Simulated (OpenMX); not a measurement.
**Zn under changes of volume**

One of the cells (15.330 Å³/atom); the others are scaled copies at fixed shape and fractional positions:

```xyz
2
Lattice="2.6700 0.0000 0.0000 -1.3350 2.3123 0.0000 0.0000 0.0000 4.9660" Properties=species:S:1:pos:R:3 pbc="T T T"
Zn    1.3350    0.7708    3.7245
Zn    0.0000    1.5415    1.2415
```

| Quantity | Value |
| --- | --- |
| Program | OpenMX 3.8.5 |
| Functional | LDA |
| Potentials or basis | OpenMX 2013 LDA set, Zn6.0H-s3p2d2, fixed grid of 32 × 32 × 64 points |
| k mesh | 11 × 11 × 7 |
| Occupations | fermi-dirac, width 0.05 eV |
| Spin | no spin polarisation |

```csv
volume (Å³/atom),energy over the lowest point (meV/atom),largest force (eV/Å)
14.410,0.00,0.004
14.716,12.33,0.004
15.023,?,?
15.330,45.70,0.003
15.636,65.62,0.003
15.943,87.56,0.002
16.249,111.26,0.002
```

Question: What does the run at 15.023 Å³/atom give?

Answer: Energy over the lowest point 27.65 meV/atom; largest force 0.003 eV/Å.

Worked out: A Birch-Murnaghan fit of order 3 (a polynomial in V^(-2/3)) to the other rows has no minimum within the range. It gives 27.74 meV/atom at 15.023 Å³/atom, against the run's 27.65.

Energies are extrapolated to zero smearing.

Caveats: the basis of atomic orbitals isn't converged, which shifts pressures, moduli and gaps.
